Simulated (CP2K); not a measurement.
# GaN (P6_3mc) in CP2K: notebook

Runs on GaN. Level: PBE. Tasks: band structure.

Everything below comes from runs of CP2K 2026.2. Logs are shortened: lines on timing, memory, paths and dates and some standing lists are left out, and cuts for length are marked.

**Experimental background.**

“Studying electronic properties in GaN without electrical contacts using γ-γ vs e−-γ Perturbed Angular Correlations”, 2019, pmc:6823545 quotes, for a bulk crystal of GaN: band gap 3.503 ± 0.005 eV (direct).

How close the calculation comes is told below.

### 1 Starting point

The structure is hexagonal, space group P6_3mc (No. 186). Conventional cell: a = 3.180 Å, b = 3.180 Å, c = 5.166 Å, α = 90.00°, β = 90.00°, γ = 120.00°. Ga (site symmetry 3m) is surrounded by 4 N at 1.94 to 1.95 Å. N (site symmetry 3m) is surrounded by 4 Ga at 1.94 to 1.95 Å.

### 2 Band structure, PBE

gan_bands.inp reads:

```
&GLOBAL
  PROJECT gan_bands
  RUN_TYPE ENERGY_FORCE
  PRINT_LEVEL LOW
&END GLOBAL
&FORCE_EVAL
  METHOD QS
  STRESS_TENSOR ANALYTICAL
  &DFT
    BASIS_SET_FILE_NAME BASIS_MOLOPT
    POTENTIAL_FILE_NAME GTH_POTENTIALS
    &MGRID
      CUTOFF 500
      REL_CUTOFF 60
      NGRIDS 4
    &END MGRID
    &QS
      METHOD GPW
      EPS_DEFAULT 1.0E-9
    &END QS
    &KPOINTS
      SCHEME MONKHORST-PACK 10 10 5
      GAMMA_CENTERED T
      SYMMETRY T
      SYMMETRY_BACKEND SPGLIB
    &END KPOINTS
    &SCF
      SCF_GUESS ATOMIC
      EPS_SCF 1.0E-6
      MAX_SCF 100
      ADDED_MOS 8
      CHOLESKY OFF
      EPS_EIGVAL 1.0E-7
      &DIAGONALIZATION ON
        ALGORITHM STANDARD
      &END DIAGONALIZATION
      &MIXING ON
        METHOD BROYDEN_MIXING
        ALPHA 0.4
        BETA 1.5
        NBUFFER 8
      &END MIXING
      &SMEAR ON
        METHOD FERMI_DIRAC
        ELECTRONIC_TEMPERATURE [K] 580.226
      &END SMEAR
    &END SCF
    &XC
      &XC_FUNCTIONAL
        &GGA_X_PBE
        &END GGA_X_PBE
        &GGA_C_PBE
        &END GGA_C_PBE
      &END XC_FUNCTIONAL
    &END XC
    &PRINT
      &KPOINTS ON
      &END KPOINTS
      &MULLIKEN ON
      &END MULLIKEN
      &MO ON
        ENERGIES T
        OCCUPATION_NUMBERS T
        &EACH
          QS_SCF 0
        &END EACH
        ADD_LAST NUMERIC
      &END MO
      &BAND_STRUCTURE
        FILE_NAME bands.bs
        ADDED_MOS 4
        &KPOINT_SET
          UNITS B_VECTOR
          NPOINTS 8
          SPECIAL_POINT GAMMA 0.00000000 0.00000000 0.00000000
          SPECIAL_POINT M 0.50000000 0.00000000 0.00000000
          SPECIAL_POINT K 0.33333333 0.33333333 0.00000000
          SPECIAL_POINT GAMMA 0.00000000 0.00000000 0.00000000
          SPECIAL_POINT A 0.00000000 0.00000000 0.50000000
          SPECIAL_POINT L 0.50000000 0.00000000 0.50000000
          SPECIAL_POINT H 0.33333333 0.33333333 0.50000000
          SPECIAL_POINT A 0.00000000 0.00000000 0.50000000
        &END KPOINT_SET
        &KPOINT_SET
          UNITS B_VECTOR
          NPOINTS 8
          SPECIAL_POINT L 0.50000000 0.00000000 0.50000000
          SPECIAL_POINT M 0.50000000 0.00000000 0.00000000
        &END KPOINT_SET
        &KPOINT_SET
          UNITS B_VECTOR
          NPOINTS 8
          SPECIAL_POINT K 0.33333333 0.33333333 0.00000000
          SPECIAL_POINT H 0.33333333 0.33333333 0.50000000
        &END KPOINT_SET
      &END BAND_STRUCTURE
    &END PRINT
  &END DFT
  &SUBSYS
    &CELL
      A 3.1800000000 0.0000000000 0.0000000000
      B -1.5900000000 2.7539607840 0.0000000000
      C 0.0000000000 0.0000000000 5.1660000000
      PERIODIC XYZ
    &END CELL
    &COORD
      Ga  1.5900000002 0.9179869279 2.5830000000
      Ga  -0.0000000002 1.8359738561 0.0000000000
      N   1.5900000002 0.9179869279 4.5202500000
      N   -0.0000000002 1.8359738561 1.9372500000
    &END COORD
    &KIND Ga
      BASIS_SET SZV-MOLOPT-SR-GTH-q13
      POTENTIAL GTH-PBE-q13
    &END KIND
    &KIND N
      BASIS_SET SZV-MOLOPT-SR-GTH-q5
      POTENTIAL GTH-PBE-q5
    &END KIND
    &PRINT
      &ATOMIC_COORDINATES ON
      &END ATOMIC_COORDINATES
      &CELL ON
      &END CELL
    &END PRINT
  &END SUBSYS
  &PRINT
    &FORCES ON
    &END FORCES
    &STRESS_TENSOR ON
    &END STRESS_TENSOR
  &END PRINT
&END FORCE_EVAL
```

Potentials or basis: GTH_POTENTIALS Ga GTH-PBE-q13, N GTH-PBE-q5; SZV-MOLOPT-SR-GTH basis.

Launch:

```
OMP_NUM_THREADS=1 cp2k.psmp -i gan_bands.inp -o gan_bands.out
```

gan_bands.out:

```text

 CP2K| version string:                                       CP2K version 2026.2
 CP2K| Input file name                                             gan_bands.inp

 GLOBAL| Force Environment number                                              1
 GLOBAL| Basis set file name                                        BASIS_MOLOPT
 GLOBAL| Potential file name                                      GTH_POTENTIALS
 GLOBAL| MM Potential file name                                     MM_POTENTIAL
 GLOBAL| Coordinate file name                                      __STD_INPUT__
 GLOBAL| Method name                                                        CP2K
 GLOBAL| Project name                                                  gan_bands
 GLOBAL| Run type                                                   ENERGY_FORCE
 GLOBAL| FFT library                                                       FFTW3
[... 8 lines left out ...]
 GLOBAL| CPU model name                                                  UNKNOWN

 CELL| Volume [angstrom^3]:                                            45.241737
 CELL| Vector a [angstrom]:       3.180     0.000     0.000   |a| =     3.180000
 CELL| Vector b [angstrom]:      -1.590     2.754     0.000   |b| =     3.180000
 CELL| Vector c [angstrom]:       0.000     0.000     5.166   |c| =     5.166000
 CELL| Angle (b,c), alpha [degree]:                                    90.000000
 CELL| Angle (a,c), beta  [degree]:                                    90.000000
 CELL| Angle (a,b), gamma [degree]:                                   120.000000
 CELL| Numerically orthorhombic:                                              NO
 CELL| Periodicity                                                           XYZ

 CELL_REF| Volume [angstrom^3]:                                        45.241737
 CELL_REF| Vector a [angstrom     3.180     0.000     0.000   |a| =     3.180000
 CELL_REF| Vector b [angstrom    -1.590     2.754     0.000   |b| =     3.180000
 CELL_REF| Vector c [angstrom     0.000     0.000     5.166   |c| =     5.166000
 CELL_REF| Angle (b,c), alpha [degree]:                                90.000000
 CELL_REF| Angle (a,c), beta  [degree]:                                90.000000
 CELL_REF| Angle (a,b), gamma [degree]:                               120.000000
 CELL_REF| Numerically orthorhombic:                                          NO
 CELL_REF| Periodicity                                                       XYZ
[... 10 lines left out ...]

  Total number of            - Atomic kinds:                                   2
                             - Atoms:                                          4
                             - Shell sets:                                     4
                             - Shells:                                        10
                             - Primitive Cartesian functions:                 22
                             - Cartesian basis functions:                     28
                             - Spherical basis functions:                     26

  Maximum angular momentum of- Orbital basis functions:                        2
                             - Local part of the GTH pseudopotential:          2
                             - Non-local part of the GTH pseudopotential:      4

 MODULE QUICKSTEP: ATOMIC COORDINATES IN ANGSTROM

   Atom Kind Element         X             Y             Z       Z(eff)     Mass
      1    1 Ga   31      1.590000      0.917987      2.583000  13.0000  69.7230
      2    1 Ga   31     -0.000000      1.835974      0.000000  13.0000  69.7230
      3    2 N     7      1.590000      0.917987      4.520250   5.0000  14.0067
      4    2 N     7     -0.000000      1.835974      1.937250   5.0000  14.0067

 SCF PARAMETERS         Density guess:                                    ATOMIC
                        --------------------------------------------------------
                        max_scf:                                             100
[... 7 lines left out ...]
                        --------------------------------------------------------
                        level_shift [a.u.]:                             0.000000
                        added MOs                                         8    0
                        --------------------------------------------------------
                        Mixing method:                            BROYDEN_MIXING
[... 11 lines left out ...]
 *******************************************************************************
 BRILLOUIN| K-point scheme                                        Monkhorst-Pack
 BRILLOUIN| K-Point grid                                            10   10    5
 BRILLOUIN| Gamma-centered k-point mesh                                     ON
 BRILLOUIN| K-point symmetry accuracy                               0.100000E-05
[... 48 lines left out ...]

 Extrapolation method: initial_guess

 Number of electrons:                                                         36
 Number of occupied orbitals:                                                 18
 Number of molecular orbitals:                                                26

 Number of orbital functions:                                                 26
 Number of independent orbital functions:                                     26

 SCF WAVEFUNCTION OPTIMIZATION

  Step     Update method      Time    Convergence         Total energy    Change
  ------------------------------------------------------------------------------
     1 NoMix/Diag. 0.40E+00    1.0     1.39297683      -169.0485072062 -1.69E+02
     2 Broy./Diag. 0.40E+00    1.2     0.11857741      -167.7375422270  1.31E+00
     3 Broy./Diag. 0.40E+00    1.2     0.11722961      -168.6929477604 -9.55E-01
     4 Broy./Diag. 0.40E+00    1.2     0.00239486      -169.0741554571 -3.81E-01
     5 Broy./Diag. 0.40E+00    1.2     0.00582655      -169.0092130990  6.49E-02
     6 Broy./Diag. 0.40E+00    1.2     0.00038499      -169.0232460451 -1.40E-02
     7 Broy./Diag. 0.40E+00    1.2     0.00011950      -169.0233536970 -1.08E-04
     8 Broy./Diag. 0.40E+00    1.2     0.00007534      -169.0284489339 -5.10E-03
     9 Broy./Diag. 0.40E+00    1.2     0.00002231      -169.0291372568 -6.88E-04
    10 Broy./Diag. 0.40E+00    1.2     0.00001487      -169.0295026957 -3.65E-04
    11 Broy./Diag. 0.40E+00    1.2     0.00000156      -169.0295904964 -8.78E-05
    12 Broy./Diag. 0.40E+00    1.2     0.00000104      -169.0296155144 -2.50E-05
    13 Broy./Diag. 0.40E+00    1.2     0.00000070      -169.0296173710 -1.86E-06

  *** SCF run converged in    13 steps ***

  Electronic density on regular grids:        -35.9999982856        0.0000017144
  Core density on regular grids:               35.9999999761       -0.0000000239
  Total charge density on r-space grids:        0.0000016905
  Total charge density g-space grids:           0.0000016905

  Overlap energy of the core charge distribution:               0.00000001239364
  Self energy of the core charge distribution:               -244.28907363779862
  Core Hamiltonian energy:                                     74.26370715192930
  Hartree energy:                                              26.75377781977570
  Exchange-correlation energy:                                -25.75802871725330
  Electronic entropic energy:                                  -0.00000000000087
  Fermi energy:                                                 0.30256540368132

  Total energy:                                              -169.02961737095416
  Total energy (extrapolated to T->0):                       -169.02961737095373

 MO| EIGENVALUES AND OCCUPATION NUMBERS FOR K POINT 1
 MO|
 MO|  Index      Eigenvalue [a.u.]        Eigenvalue [eV]             Occupation
 MO|      1              -0.310242              -8.442105               2.000000
 MO|      2              -0.309000              -8.408324               2.000000
 MO|      3              -0.253578              -6.900216               2.000000
 MO|      4              -0.252451              -6.869550               2.000000
 MO|      5              -0.252089              -6.859696               2.000000
 MO|      6              -0.249409              -6.786751               2.000000
[... 447 lines left out ...]
 MO|     25               0.753804              20.512040               0.000000
 MO|     26               0.783119              21.309745               0.000000
 MO| Sum:                                                              36.000000
 MO| E(Fermi):            0.302565 a.u.          8.233223 eV
 MO| Band gap:            0.268747 a.u.          7.312983 eV

 [... the levels of further k-points ...]

 !-----------------------------------------------------------------------------!
                     Mulliken Population Analysis

 #  Atom  Element  Kind  Atomic population                           Net charge
       1     Ga       1         12.407767                              0.592233
       2     Ga       1         12.407767                              0.592233
       3     N        2          5.592233                             -0.592233
       4     N        2          5.592233                             -0.592233
 # Total charge                             36.000000                  0.000000

 !-----------------------------------------------------------------------------!

 KPOINTS| Band Structure Calculation
 KPOINTS| Number of k-point sets                                               3
 KPOINTS| Number of added MOs/bands                                            4
 KPOINTS| Number of k-points in set    1                                      57
 KPOINTS| In units of b-vector [2pi/Bohr]
 KPOINTS| Special point     1       GAMMA     0.000000     0.000000     0.000000
 KPOINTS| Special point     2           M     0.500000     0.000000     0.000000
 KPOINTS| Special point     3           K     0.333333     0.333333     0.000000
 KPOINTS| Special point     4       GAMMA     0.000000     0.000000     0.000000
 KPOINTS| Special point     5           A     0.000000     0.000000     0.500000
 KPOINTS| Special point     6           L     0.500000     0.000000     0.500000
 KPOINTS| Special point     7           H     0.333333     0.333333     0.500000
 KPOINTS| Special point     8           A     0.000000     0.000000     0.500000
 KPOINTS| Number of k-points in set    2                                       9
 KPOINTS| In units of b-vector [2pi/Bohr]
 KPOINTS| Special point     1           L     0.500000     0.000000     0.500000
 KPOINTS| Special point     2           M     0.500000     0.000000     0.000000
 KPOINTS| Number of k-points in set    3                                       9
 KPOINTS| In units of b-vector [2pi/Bohr]
 KPOINTS| Special point     1           K     0.333333     0.333333     0.000000
 KPOINTS| Special point     2           H     0.333333     0.333333     0.500000

 ENERGY| Total FORCE_EVAL ( QS ) energy [hartree]           -169.029615159331229

 FORCES| Atomic forces [hartree/bohr]
 FORCES|   Atom     x               y               z               |f|
 FORCES|      1  9.05994058E-06 -5.03870926E-06 -4.67848731E-04   4.67963574E-04
 FORCES|      2 -9.06017673E-06  5.04067849E-06 -4.67769120E-04   4.67884008E-04
 FORCES|      3  2.13044870E-05 -1.22436985E-05  9.50790599E-04   9.51108066E-04
 FORCES|      4 -2.13042526E-05  1.22417356E-05  9.50848129E-04   9.51165546E-04
 FORCES| Sum    -1.76124960E-12  6.26570805E-12  9.66020877E-04
 FORCES| Total atomic force                                       9.66020877E-04

 STRESS| Analytical stress tensor [bar]
 STRESS|                        x                   y                   z
 STRESS|      x        1.30955914781E+05  -4.85708480844E+02   1.68007335144E-03
 STRESS|      y       -4.85708480844E+02   1.30393328630E+05   1.01861035980E+00
 STRESS|      z        1.68007335144E-03   1.01861035980E+00   1.85823685422E+05
 STRESS| 1/3 Trace                                             1.49057642944E+05
 STRESS| Determinant                                           3.17304009273E+15

 STRESS| Eigenvectors and eigenvalues of the analytical stress tensor [bar]
 STRESS|                        1                   2                   3
 STRESS| Eigenvalues   1.30113338766E+05   1.31235904627E+05   1.85823685441E+05
 STRESS|      x           0.499419195330      0.866360471938     -0.000000132064
 STRESS|      y           0.866360471792     -0.499419195244      0.000018377556
 STRESS|      z          -0.000015855633      0.000009292519      0.999999999831
```

Run time: 19 s. Hardware: 1 thread of Arm Neoverse V1, shared host; peak memory 0.24 GiB.

Results:

```yaml
Free_energy: -4599.5297 eV
Pressure: 14.9 GPa
Largest_force: 0.049 eV/Å
Band_gap_on_the_k_mesh: 2.10 eV, direct
Band_gap_along_the_path: 2.10 eV, direct
Mulliken_charges: Ga +0.59; N -0.59 e
```

Forces in eV/Å, atoms in the order of the input:
```
Ga   0.000  0.000 -0.024
Ga   0.000  0.000 -0.024
N    0.001 -0.001  0.049
N   -0.001  0.001  0.049
```

Levels at the corners of the path, in eV from the valence-band top:
```tsv
point	band 16	band 17	band 18	band 19	band 20	band 21
Γ	-0.12	0.00	0.00	2.10	4.99	10.38
M	-3.48	-2.72	-1.34	6.41	7.63	8.41
K	-3.68	-3.68	-3.26	8.39	8.55	8.55
Γ	-0.12	0.00	0.00	2.10	4.99	10.38
A	-0.75	-0.75	-0.75	4.58	4.58	10.00
L	-2.52	-2.39	-2.39	5.85	5.85	9.55
H	-5.01	-2.00	-2.00	7.82	7.82	9.79
A	-0.75	-0.75	-0.75	4.58	4.58	10.00
L	-2.52	-2.39	-2.39	5.85	5.85	9.55
M	-3.48	-2.72	-1.34	6.41	7.63	8.41
K	-3.68	-3.68	-3.26	8.39	8.55	8.55
H	-5.01	-2.00	-2.00	7.82	7.82	9.79
```

Caveat: a minimal basis gives rough bond lengths, pressures and levels; Mulliken charges move with the basis; the basis of atomic orbitals isn't converged, which shifts pressures, moduli and gaps. Expect the measured gap to be larger: semilocal functionals such as PBE lack the derivative discontinuity.

(Continued in part 2 of 2.)
